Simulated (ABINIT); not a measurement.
# Zn (Fm-3m) in ABINIT: band structure with PBEsol

Aim: the band structure of Zn with PBEsol.

All numbers are computed with ABINIT 10.8.3 (patched build); they aren't measurements. Logs are shortened: lines on timing, memory, paths and dates and some standing lists are left out, and cuts for length are marked. The log counts tension as positive stress, the text compression.

## 1. Starting point

It takes space group Fm-3m (No. 225, cubic). Conventional cell: a = 3.930 Å, b = 3.930 Å, c = 3.930 Å, α = 90.00°, β = 90.00°, γ = 90.00°. Around Zn (site symmetry m-3m) lie 12 Zn at 2.78 Å.

This isn't the form of Zn at room conditions, which is hcp.

## 2. Band structure, PBEsol

run.abi

```
ndtset 2

pp_dirpath "./"
pseudos "Zn.upf"

acell 3*1.0 Angstrom
rprim
     0.0000000000     1.9647760000     1.9647760000
     1.9647760000     0.0000000000     1.9647760000
     1.9647760000     1.9647760000     0.0000000000
ntypat 1
znucl 30
natom 1
typat 1
xred
     0.0000000000     0.0000000000     0.0000000000

ecut 42.0

ixc -116133

occopt 3
tsmear 0.00183747

nstep 100

iomode 3
prtwf 0
prteig 0
prtebands 0
enunit 1
prtden1 1
prtvha1 1
prtvclmb1 1
prtpot1 1
prtelf1 1

kptopt1 1
ngkpt1 12 12 12
nshiftk1 1
shiftk1 0.0 0.0 0.0
nband1 14
tolvrs1 1.0e-10

iscf2 -2
getden2 1
nband2 20
nbdbuf2 4
tolwfr2 1.0e-11
kptopt2 -9
ndivsm2 6
prteig2 1
prtvol2 -3
kptbounds2
     0.0000000000     0.0000000000     0.0000000000
     0.5000000000     0.0000000000     0.5000000000
     0.5000000000     0.2500000000     0.7500000000
     0.3750000000     0.3750000000     0.7500000000
     0.0000000000     0.0000000000     0.0000000000
     0.5000000000     0.5000000000     0.5000000000
     0.6250000000     0.2500000000     0.6250000000
     0.5000000000     0.2500000000     0.7500000000
     0.5000000000     0.5000000000     0.5000000000
     0.3750000000     0.3750000000     0.7500000000
```

Potentials or basis: PseudoDojo NC SR PBEsol v0.4.1 standard.

Started as:

```sh
$ abinit run.abi > log 2>&1
```

run.abo:

```text
.Version 10.8.3 of ABINIT
 DATASET    1 : space group Fm -3 m (#225); Bravais cF (face-center cubic)
================================================================================
 Values of the parameters that define the memory need for DATASET  1.
     intxc =       0    ionmov =       0      iscf =       7    lmnmax =       6
     lnmax =       6     mgfft =      32  mpssoang =       3    mqgrid =    3001
     natom =       1  nloc_mem =       1    nspden =       1   nspinor =       1
    nsppol =       1      nsym =      48    n1xccc =    2501    ntypat =       1
    occopt =       3   xclevel =       2
       mpw =        1348          nfft =       32768          nkpt =          72
================================================================================
================================================================================

 DATASET    2 : space group Fm -3 m (#225); Bravais cF (face-center cubic)
================================================================================
 Values of the parameters that define the memory need for DATASET  2.
     intxc =       0    ionmov =       0      iscf =      -2    lmnmax =       6
     lnmax =       6     mgfft =      32  mpssoang =       3    mqgrid =    3001
     natom =       1  nloc_mem =       1    nspden =       1   nspinor =       1
    nsppol =       1      nsym =      48    n1xccc =    2501    ntypat =       1
    occopt =       3   xclevel =       2
       mpw =        1363          nfft =       32768          nkpt =         103
================================================================================
================================================================================

--------------------------------------------------------------------------------
------------- Echo of variables that govern the present computation ------------
--------------------------------------------------------------------------------
 -outvars: echo values of preprocessed input variables --------
            acell      1.8897261259E+00  1.8897261259E+00  1.8897261259E+00 Bohr
              amu      6.53900000E+01
             ecut      4.20000000E+01 Hartree
           enunit           1
           getden1          0
           getden2          1
             iscf1          7
             iscf2         -2
              ixc     -116133
           jdtset        1    2
           kptopt1          1
           kptopt2         -9
         kptrlatt       12    0    0      0   12    0      0    0   12
          kptrlen1     6.30098079E+01
          kptrlen2     3.00000000E+01
            natom           1
            nband1         14
            nband2         20
           nbdbuf1          0
           nbdbuf2          4
           ndtset           2
           ndivsm1          0
           ndivsm2          6
            ngfft          32      32      32
             nkpt1         72
             nkpt2        103
            nstep         100
             nsym          48
           ntypat           1
           occopt           3
        prtebands           0
           prteig1          0
           prteig2          1
           prtelf1          1
           prtelf2          0
           prtpot1          1
           prtpot2          0
         prtvclmb1          1
         prtvclmb2          0
           prtvha1          1
           prtvha2          0
           prtvol1          0
           prtvol2         -3
            prtwf           0
            rprim      0.0000000000E+00  1.9647760000E+00  1.9647760000E+00
                       1.9647760000E+00  0.0000000000E+00  1.9647760000E+00
                       1.9647760000E+00  1.9647760000E+00  0.0000000000E+00
           shiftk1     0.00000000E+00  0.00000000E+00  0.00000000E+00
           shiftk2     5.00000000E-01  5.00000000E-01  5.00000000E-01
          spgroup         225
           tolvrs1     1.00000000E-10
[... 179 lines left out ...]

 Real(R)+Recip(G) space primitive vectors, cartesian coordinates (Bohr,Bohr^-1):
 R(1)=  0.0000000  3.7128885  3.7128885  G(1)= -0.1346660  0.1346660  0.1346660
 R(2)=  3.7128885  0.0000000  3.7128885  G(2)=  0.1346660 -0.1346660  0.1346660
 R(3)=  3.7128885  3.7128885  0.0000000  G(3)=  0.1346660  0.1346660 -0.1346660
 Unit cell volume ucvol=  1.0236836E+02 bohr^3
 Angles (23,13,12)=  6.00000000E+01  6.00000000E+01  6.00000000E+01 degrees

 getcut: wavevector=  0.0000  0.0000  0.0000  ngfft=  32  32  32
         ecut(hartree)=     42.000   => boxcut(ratio)=   2.08898
--------------------------------------------------------------------------------

================================================================================
 Non-SCF case, kpt    1 (  0.00000  0.00000  0.00000), residuals and eigenvalues=
  6.15E-12  1.82E-12  2.86E-12  3.12E-12  5.05E-12  6.01E-12  3.78E-12  4.28E-12
  7.03E-12  8.22E-12  3.14E-12  5.36E-12  5.08E-12  7.32E-13  5.72E-12  3.07E-12
  6.58E-11  1.25E-10  7.14E-07  2.22E-06
 -4.3513E+00 -2.6717E+00 -2.6717E+00 -2.6717E+00 -9.7296E-02  7.1740E-03
  7.1740E-03  7.1740E-03  2.1385E-02  2.1385E-02  9.5179E-01  9.5179E-01
  9.5179E-01  9.6807E-01  1.0475E+00  1.0475E+00  1.0475E+00  1.2051E+00
  1.3159E+00  1.3159E+00
 Non-SCF case, kpt    2 (  0.02941  0.00000  0.02941), residuals and eigenvalues=
  3.06E-12  9.38E-13  1.92E-12  9.54E-12  6.41E-12  2.44E-12  8.99E-12  7.13E-12
  6.05E-12  3.95E-12  6.15E-12  4.04E-12  1.03E-12  8.06E-13  6.58E-12  3.77E-12
  4.54E-11  7.46E-11  8.80E-05  1.22E-06
 -4.3513E+00 -2.6717E+00 -2.6717E+00 -2.6717E+00 -9.6012E-02  6.9787E-03
  7.3677E-03  7.3677E-03  2.1205E-02  2.1470E-02  9.3631E-01  9.3631E-01
[... 796 lines left out ...]
  2.96E-12  1.17E-12  1.42E-12  4.50E-12  2.06E-12  2.44E-12  3.42E-12  3.05E-12
  3.12E-12  2.91E-12  7.66E-12  3.81E-09
 -4.3512E+00 -2.6723E+00 -2.6722E+00 -2.6719E+00 -9.7608E-03 -2.2882E-03
  1.5807E-02  2.3332E-02  3.0561E-02  3.0768E-01  3.1616E-01  4.0483E-01
  6.5982E-01  7.8295E-01  1.1155E+00  1.3265E+00  1.3566E+00  1.4069E+00
  1.4818E+00  1.6621E+00
 Non-SCF case, kpt  103 (  0.37500  0.37500  0.75000), residuals and eigenvalues=
  2.11E-12  3.85E-12  8.81E-12  6.57E-13  3.93E-12  9.38E-12  2.77E-12  5.84E-12
  2.23E-12  1.18E-12  5.04E-12  7.60E-12  1.65E-12  4.69E-12  1.47E-12  4.16E-12
  2.29E-12  3.08E-12  7.89E-12  1.10E-04
 -4.3512E+00 -2.6723E+00 -2.6722E+00 -2.6720E+00 -1.0912E-02 -4.3969E-03
  1.8158E-02  2.4761E-02  3.1049E-02  3.1122E-01  3.4068E-01  3.8102E-01
  6.4738E-01  7.7585E-01  1.0727E+00  1.3645E+00  1.3911E+00  1.4158E+00
  1.4946E+00  1.7500E+00

--- !ResultsGS
iteration_state: {dtset: 2, }
comment   : Summary of ground state results
lattice_vectors:
- [  0.0000000,   3.7128885,   3.7128885, ]
- [  3.7128885,   0.0000000,   3.7128885, ]
- [  3.7128885,   3.7128885,   0.0000000, ]
lattice_lengths: [   5.25082,    5.25082,    5.25082, ]
lattice_angles: [ 60.000,  60.000,  60.000, ] # degrees, (23, 13, 12)
lattice_volume:   1.0236836E+02
convergence: {deltae:  0.000E+00, res2:  0.000E+00, residm:  9.986E-12, diffor:  0.000E+00, }
etotal    :  -2.08914791E+02
entropy   :   0.00000000E+00
fermie    :   2.81918446E-01
cartesian_stress_tensor: null
pressure_GPa: null
xred      :
- [  0.0000E+00,   0.0000E+00,   0.0000E+00, Zn]
cartesian_forces: null
force_length_stats: {min: null, max: null, mean: null, }
...

 Integrated electronic density in atomic spheres:
 ------------------------------------------------
 Atom  Sphere_radius  Integrated_density
    1        2.00000         18.10410883
================================================================================

 ----iterations are completed or convergence reached----

 Mean square residual over all n,k,spin=   39.293E-13; max=  99.861E-13
 reduced coordinates (array xred) for    1 atoms
       0.000000000000      0.000000000000      0.000000000000

 cartesian coordinates (angstrom) at end:
    1      0.00000000000000     0.00000000000000     0.00000000000000
 length scales=  1.889726125908  1.889726125908  1.889726125908 bohr
              =  1.000000000000  1.000000000000  1.000000000000 angstroms
 Eigenvalues (   eV  ) for nkpt= 103  k points:
 kpt#   1, nband= 20, wtk=  1.00000, kpt=  0.0000  0.0000  0.0000 (reduced coord)
-118.40511  -72.70055  -72.70055  -72.70055   -2.64757    0.19521    0.19521    0.19521
   0.58192    0.58192   25.89958   25.89958   25.89958   26.34258   28.50413   28.50413
  28.50413   32.79212   35.80659   35.80665
 kpt#   2, nband= 20, wtk=  1.00000, kpt=  0.0294  0.0000  0.0294 (reduced coord)
-118.40508  -72.70073  -72.70062  -72.70062   -2.61262    0.18990    0.20048    0.20048
   0.57702    0.58422   25.47830   25.47830   25.78185   26.00106   28.91649   28.97488
  28.97488   32.74790   34.88897   35.84724
 kpt#   3, nband= 20, wtk=  1.00000, kpt=  0.0588  0.0000  0.0588 (reduced coord)
-118.40501  -72.70126  -72.70084  -72.70084   -2.50816    0.17414    0.21620    0.21620
   0.56283    0.59105   24.62992   24.62992   25.32911   25.46197   29.80074   29.97183
  29.97183   31.96008   34.38767   35.96909
 kpt#   4, nband= 20, wtk=  1.00000, kpt=  0.0882  0.0000  0.0882 (reduced coord)
-118.40490  -72.70212  -72.70120  -72.70120   -2.33545    0.14848    0.24209    0.24209
   0.54094    0.60217   23.69467   23.69467   24.61101   25.01159   30.33213   30.87197
  31.15511   31.15511   34.89983   36.17202
 kpt#   5, nband= 20, wtk=  1.00000, kpt=  0.1176  0.0000  0.1176 (reduced coord)
[... 381 lines left out ...]
   0.83135    7.26653    7.58611   13.53035   18.86654   21.83708   32.65887   33.37229
  34.69079   38.82509   39.95689   41.26058
 kpt# 101, nband= 20, wtk=  1.00000, kpt=  0.4000  0.4000  0.7000 (reduced coord)
-118.40256  -72.71770  -72.71318  -72.70679   -0.23688   -0.00421    0.37405    0.57841
   0.82825    7.87351    8.02236   12.18910   18.37330   21.54698   31.55071   34.74035
  35.75950   38.48621   40.28667   42.97242
 kpt# 102, nband= 20, wtk=  1.00000, kpt=  0.3875  0.3875  0.7250 (reduced coord)
-118.40250  -72.71743  -72.71388  -72.70721   -0.26560   -0.06227    0.43013    0.63489
   0.83161    8.37238    8.60311   11.01604   17.95457   21.30513   30.35422   36.09613
  36.91508   38.28411   40.32088   45.22749
 kpt# 103, nband= 20, wtk=  1.00000, kpt=  0.3750  0.3750  0.7500 (reduced coord)
-118.40247  -72.71785  -72.71360  -72.70756   -0.29692   -0.11964    0.49410    0.67377
   0.84489    8.46869    9.27047   10.36820   17.61602   21.11193   29.18994   37.13052
  37.85264   38.52610   40.66900   47.61861

== END DATASET(S) ==============================================================
================================================================================

 -outvars: echo values of variables after computation  --------
            acell      1.8897261259E+00  1.8897261259E+00  1.8897261259E+00 Bohr
           etotal1    -2.0891479085E+02
            fcart1    -0.0000000000E+00 -0.0000000000E+00 -0.0000000000E+00
            rprim      0.0000000000E+00  1.9647760000E+00  1.9647760000E+00
                       1.9647760000E+00  0.0000000000E+00  1.9647760000E+00
                       1.9647760000E+00  1.9647760000E+00  0.0000000000E+00
           strten1     1.8082843895E-04  1.8082843895E-04  1.8082843895E-04
                       0.0000000000E+00  0.0000000000E+00  0.0000000000E+00
 Calculation completed.
```

Run time: 53 s. Hardware: 1 thread of Arm Neoverse V2, shared host; peak memory 0.11 GiB.

Results:

```
Free energy                                           : -5684.8611 eV
Pressure                                              : -5.3 GPa
Band gap on the k mesh                                : none (metal or under the smearing width)
Valence electrons inside the program's atomic spheres : Zn 18.10 (radii [1.0584] Å)
```

Levels at the corners of the path, in eV from the Fermi level:
```csv
point,band 7,band 8,band 9,band 10,band 11,band 12,band 13,band 14
Γ,-7.48,-7.48,-7.09,-7.09,18.23,18.23,18.23,18.67
X,-6.82,-6.73,-6.73,-0.96,1.78,8.42,8.42,12.07
W,-7.58,-7.07,-6.73,2.29,2.29,3.12,4.09,21.57
K,-7.18,-7.00,-6.83,0.80,1.60,2.70,9.94,13.44
Γ,-7.48,-7.48,-7.09,-7.09,18.23,18.23,18.23,18.67
L,-7.48,-6.80,-6.80,-2.86,-1.32,15.21,15.21,17.28
U,-7.18,-7.00,-6.83,0.80,1.60,2.70,9.94,13.44
W,-7.58,-7.07,-6.73,2.29,2.29,3.12,4.09,21.57
L,-7.48,-6.80,-6.80,-2.86,-1.32,15.21,15.21,17.28
K,-7.18,-7.00,-6.83,0.80,1.60,2.70,9.94,13.44
```
